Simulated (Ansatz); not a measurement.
# P (Pm-3m): compression over a wide range

An exercise on one series of results from a longer session: the logs are not shown, and one member is left open.

Program: Ansatz 0.2.0. Level of theory: DFT r²SCAN, scalar-relativistic, plane waves, PAW. These are calculated values, not measurements.

The runs add the D3(BJ) dispersion term to the functional named.

**The structure to begin with**

It takes space group Pm-3m (No. 221, cubic). Conventional cell: a = 2.419 Å, b = 2.419 Å, c = 2.419 Å, α = 90.00°, β = 90.00°, γ = 90.00°. Around P (site symmetry m-3m) lie 6 P at 2.42 Å.

As a file:

```
CELL_PARAMETERS angstrom
2.41868 0.00000 0.00000
0.00000 2.41868 0.00000
0.00000 0.00000 2.41868
ATOMIC_POSITIONS crystal
P 0.00000 0.00000 0.00000
```

This cell comes from an earlier session at r²SCAN: 14.149 Å³/atom at -0.03 GPa, on a 18×18×18 mesh.

The first run:

input.yaml

```yaml
crystal:
  lattice:
    - [2.3859885412, 0.0, 0.0]
    - [0.0, 2.3859885412, 0.0]
    - [0.0, 0.0, 2.3859885412]
  atoms:
    - { symbol: P, position: [0.0, 0.0, 0.0] }
basis:
  ecutwfc: 500
  ecutrho_ratio: 4
kpoints:
  mp_grid: { grid: [18, 18, 18] }
hamiltonian:
  xc: r2scan
  dispersion: d3bj
scf:
  occupations: { method: gaussian, width: 0.05 }
output:
  forces: true
  stress: true
  eigenvalues: true
```

Command:

```console
> ansatz run input.yaml --threads 1 --pin off --max-ram 2560MiB --backend cpu --events-out ev --progress --plain --runs-dir out
```

Steps of the session up to this table: Volume × 0.96; Volume × 1.04; Volume × 0.92; Volume × 0.88; Volume × 0.84; Volume × 0.8; Volume × 0.76; Volume × 0.72; Volume × 0.68; Volume × 0.64.

One table of the session follows, with a row left open; its other results are not shown here.

It belongs to the step «The curve». 

| volume (Å³/atom) | energy above the lowest (meV/atom) | pressure (GPa) |
| --- | --- | --- |
| 9.056 | 1588.2 | 145.8 |
| 9.621 | 1142.7 | 112.2 |
| 10.187 | 794.0 | 85.3 |
| 10.753 | 533.0 | 63.6 |
| 11.319 | 339.2 | 46.9 |
| 11.885 | 198.0 | 33.6 |
| 12.451 | 100.1 | 22.3 |
| 13.017 | 41.1 | 12.8 |
| 13.583 | ? | ? |
| 14.149 | 0.0 | 0.0 |
| 14.715 | 8.1 | -4.2 |

Q: Estimate the row for volume (Å³/atom) = 13.583 from the others.

Worked estimate for «energy above the lowest (meV/atom)». A straight line through the neighbours (13.017, 41.1) and (14.149, 0.0) gives 41.1 + (0.0 − 41.1) × (13.583 − 13.017) / (14.149 − 13.017) = 20.5; a parabola fitted to 4 rows on both sides gives 9.4.

As computed: energy above the lowest (meV/atom): 9.2; pressure (GPa): 5.5. In «energy above the lowest (meV/atom)» the line misses by +11.3 and the parabola by +0.2.

To keep in mind: The k mesh is not the same at all volumes. Other structures may be lower in enthalpy at these pressures. Warnings in the runs' records: dispersion damping borrowed.
